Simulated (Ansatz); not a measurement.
Crystal: TiO2 (Anatase).

```
Ti O
1.0
    -1.89210    1.89210    4.75730
     1.89210   -1.89210    4.75730
     1.89210    1.89210   -4.75730
Ti O
2 4
Direct
  0.75000 0.25000 0.50000
  0.00000 0.00000 0.00000
  0.79190 0.79190 0.00000
  0.54190 0.04190 0.50000
  0.95810 0.45810 0.50000
  0.20810 0.20810 0.00000
```

```yaml
Program: Ansatz 0.2.0
Task: relaxation of cell and atoms
Functional: PBEsol
Dispersion: D3(BJ)
Potentials_or_basis: Ansatz PAW
Cutoff: "420 eV (not typed: the program's choice for these potentials)"
k_mesh: 10 × 10 × 10
Occupations: fermi-dirac, width 0.05 eV
Spin: no spin polarisation
```

At the start: volume 11.35 Å³/atom.

Where does the relaxation end?

It ends after 7 steps and the volume is 11.14 Å³/atom (-1.9 %); space group I4_1/amd (No. 141, to 0.05 Å).

Step by step:
```
step  energy change (eV)  largest force (eV/Å)  volume (Å³)
   1              0.0000                0.0112        68.13
   2             -0.0172                0.0186        67.26
   3             -0.0204                0.0125        66.87
   4             -0.0204                0.0002        66.88
   5             -0.0152                0.0004        66.88
   6             -0.0155                0.0002        66.83
   7             -0.0153                0.0002        66.83
```

Final structure:
```
Ti O
1.0
    -1.88091    1.88091    4.72265
     1.88091   -1.88091    4.72265
     1.88091    1.88091   -4.72265
Ti O
2 4
Direct
  0.75000 0.25000 0.50000
  0.00000 0.00000 0.00000
  0.79109 0.79109 0.00000
  0.54109 0.04109 0.50000
  0.95891 0.45891 0.50000
  0.20891 0.20891 0.00000
```

Caveat: the plane-wave basis is chosen anew once the cell has moved, so the energies of steps on either side of that aren't comparable; the pressure holds a Pulay correction of +0.7 GPa for the finite cutoff; the PAW data sets come from PBE, with cores solved anew for the run's functional, which leaves a small shift of forces and pressure.
